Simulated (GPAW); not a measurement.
# Screening of a field by B/Cu(111), part 2 of 2

Aim: the dipole that a field along the normal induces in B/Cu(111).

GPAW 26.7.0; GPAW, PAW setups; slab in vacuum, relaxation (the session's first sound run).

So far. Step 8 (In a field): The dipole is now 0.0112 e Å, against -0.022 in the run without a field.

### 9. In a field

run.py reads:

```python
import json
import numpy as np
from ase import Atoms
from gpaw import GPAW, PW
from gpaw.external import ConstantElectricField

slab = Atoms(
    ['Cu', 'Cu', 'Cu', 'Cu', 'B'],
    positions=[
        [0.00000, 0.00000, 9.00000],
        [1.27633, 0.73689, 11.08423],
        [2.55266, 1.47378, 13.18782],
        [0.00000, 0.00000, 15.35404],
        [2.55266, 1.47378, 16.92958]],
    cell=[[2.55266, 0.0, 0.0], [1.27633, 2.21066, 0.0], [0.0, 0.0, 25.83181]],
    pbc=[True, True, False])

slab.calc = GPAW(mode=PW(500), xc='PBE', kpts={'size': (14, 14, 1), 'gamma': True},
                 occupations={'name': 'fermi-dirac', 'width': 0.1}, nbands='200%',
                 convergence={'density': 1e-05}, maxiter=200,
                 poissonsolver={'dipolelayer': 'xy'},
                 external=ConstantElectricField(0.2, [0, 0, 1]),
                 symmetry={'tolerance': 1e-3}, txt='slab.txt')
result = {}
energy = slab.get_potential_energy()
fermi = slab.calc.get_fermi_level()
v = slab.calc.get_electrostatic_potential().mean((0, 1)) - fermi
n = slab.calc.get_pseudo_density().mean((0, 1))
L = slab.cell[2, 2]
z = np.arange(len(v)) * L / len(v)
low, high = slab.positions[:, 2].min(), slab.positions[:, 2].max()
below, above = np.interp([low - 6.8, high + 6.8], z, v)
slopes = [np.interp(x, z, np.gradient(v, z)) for x in (low - 6.8, high + 6.8)]
eps = np.array([[slab.calc.get_eigenvalues(k, s) for k in range(len(slab.calc.get_ibz_k_points()))]
                for s in range(slab.calc.get_number_of_spins())]) - fermi
top, bottom = eps[eps < 0].max(), eps[eps > 0].min()
dipole = slab.get_dipole_moment()[2]
print(f'energy {energy:.4f} eV, Fermi level {fermi:.4f} eV, dipole {dipole:.5f} e A')
print(f'potential 6.8 A off the faces, from the Fermi level: lower {below:.4f} eV, upper {above:.4f} eV')
print(f'slope of the potential there: lower {slopes[0]:.5f}, upper {slopes[1]:.5f} eV/A')
print(f'nearest levels on the mesh: {top:.4f} and {bottom:.4f} eV')
print('magnetic moment', round(slab.get_magnetic_moment(), 3))
result.update(energy=energy, fermi=fermi, dipole=dipole, below=below, above=above, slopes=slopes, edges=[top, bottom],
              z=z.tolist(), v=v.tolist(), n=n.tolist(), positions=slab.positions.tolist(),
              forces=slab.get_forces(apply_constraint=False).tolist(), moments=slab.get_magnetic_moments().tolist())
json.dump(result, open('result.json', 'w'))
```

Command:

```sh
$ OMP_NUM_THREADS=1 OPENBLAS_NUM_THREADS=1 python run.py
```

Elapsed: 8.3 min, on 1 thread of AMD EPYC 9R14 (Zen 4), shared host; peak memory 0.6 GiB.

The electrostatic potential energy of an electron (without an applied field's), less the Fermi level, planar mean by z:

| z (Å) | electrostatic potential energy of an electron (without an applied field's), less the Fermi level, planar mean (eV) |
| --- | --- |
| 0.0 | 5.17 |
| 0.5 | 5.89 |
| 1.0 | 5.89 |
| 1.5 | 5.89 |
| 2.0 | 5.89 |
| 2.5 | 5.89 |
| 3.0 | 5.89 |
| 3.5 | 5.89 |
| 4.0 | 5.89 |
| 4.5 | 5.89 |
| 5.0 | 5.88 |
| 5.5 | 5.88 |
| 6.0 | 5.86 |
| 6.5 | 5.80 |
| 7.0 | 5.60 |
| 7.5 | 4.91 |
| 8.0 | 2.47 |
| 8.5 | -6.19 |
| 9.0 | -18.2 |
| 9.5 | -6.48 |
| 10.0 | 0.465 |
| 10.5 | -4.71 |
| 11.0 | -18.2 |
| 11.5 | -9.47 |
| 12.0 | -0.165 |
| 12.5 | -2.88 |
| 13.0 | -16.6 |
| 13.5 | -13.1 |
| 14.0 | -1.38 |
| 14.5 | -1.29 |
| 15.0 | -12.7 |
| 15.5 | -18.9 |
| 16.0 | -5.96 |
| 16.5 | -7.10 |
| 17.0 | -15.4 |
| 17.5 | -2.85 |
| 18.0 | 2.54 |
| 18.5 | 3.99 |
| 19.0 | 4.34 |
| 19.5 | 4.42 |
| 20.0 | 4.44 |
| 20.5 | 4.44 |
| 21.0 | 4.45 |
| 21.5 | 4.45 |
| 22.0 | 4.45 |
| 22.5 | 4.45 |
| 23.0 | 4.45 |
| 23.5 | 4.45 |
| 24.0 | 4.45 |
| 24.5 | 4.45 |
| 25.0 | 4.45 |
| 25.5 | 4.56 |

The dipole is now 0.0449 e Å, against -0.022 in the run without a field.

### 10. In a field

run.py, as its differences from that of step 9:

```diff
@@ -21,3 +21,3 @@
                  poissonsolver={'dipolelayer': 'xy'},
-                 external=ConstantElectricField(0.2, [0, 0, 1]),
+                 external=ConstantElectricField(0.3, [0, 0, 1]),
                  symmetry={'tolerance': 1e-3}, txt='slab.txt')
```

Run time: 10 min. Hardware: 1 thread; peak memory 0.59 GiB.

The dipole is now 0.0787 e Å, against -0.022 in the run without a field.

### 11. The series

The members are put on one axis.

This step: induced dipole against applied field (GPAW 26.7.0).

Dipole along the normal against field:

| field (V/Å) | dipole along the normal (e·Å) |
| --- | --- |
| -0.200 | -0.0898 |
| -0.100 | -0.0561 |
| -0.050 | -0.0393 |
| 0.000 | -0.0219 |
| 0.050 | -0.00559 |
| 0.100 | 0.0112 |
| 0.200 | 0.0449 |
| 0.300 | 0.0787 |

### 12. A changed run

One more run, with changed settings.

This step: GPAW, PAW setups; slab in vacuum (GPAW 26.7.0).

run.py, as its differences from that of step 10:

```diff
@@ -3,4 +3,3 @@
 from ase import Atoms
-from gpaw import GPAW, PW
-from gpaw.external import ConstantElectricField
+from gpaw import GPAW
 
@@ -17,7 +16,6 @@
 
-slab.calc = GPAW(mode=PW(500), xc='PBE', kpts={'size': (14, 14, 1), 'gamma': True},
+slab.calc = GPAW(mode='fd', h=0.4, xc='PBE', kpts={'size': (14, 14, 1), 'gamma': True},
                  occupations={'name': 'fermi-dirac', 'width': 0.1}, nbands='200%',
-                 convergence={'density': 1e-05}, maxiter=200,
+                 convergence={'density': 1e-05}, maxiter=50,
                  poissonsolver={'dipolelayer': 'xy'},
-                 external=ConstantElectricField(0.3, [0, 0, 1]),
                  symmetry={'tolerance': 1e-3}, txt='slab.txt')
```

The job ended after 0.71 s (1 thread; peak memory 0.11 GiB).

The program refused the input before any cycle.

The program's message: “ValueError: Cannot construct interpolator. Grid 4 x 4 x 64 may be too small”

The change that led to it: mode = "fd" and h = 0.4.

### 13. What came out

| Property | Result |
| --- | --- |
| work function, upper and lower face | 5.505 and 4.785 eV |
| dipole along the normal | -0.0219 e Å |
| induced dipole per field | 0.337 e Å per V/Å |
| out-of-plane polarisability per area, α/(ε0 A) | 10.8 Å |

In words: The field induces 0.337 e Å per V/Å, a polarisable thickness α/(ε0 A) of 10.8 Å beside 7.93 Å between the outermost nuclei. A perfect conductor would give the distance between its two image planes; a dielectric of thickness t gives t(1 - 1/ε). The two faces differ by 0.72 eV, the step that the slab's dipole makes (e p/(ε0 A) gives 0.70 eV), so the dipole layer is needed. The induced dipole is linear in the field over this range. The cell of 5.64 Å² holds one B, started on one chosen site; other sites and coverages weren't tried. The in-plane lattice was kept as typed, which isn't the functional's own and leaves some strain; spin-orbit coupling and temperature are left out.

[Logs are printed without paths, hosts, clocks, repeated set-up lines and the standing remarks that a program may print on its own settings, such as how far it seeks lower states.]

[Hosts, paths, dates, database ids (printed as entryN), source tags and the programs' standing remarks are cut or masked in the printed files.]
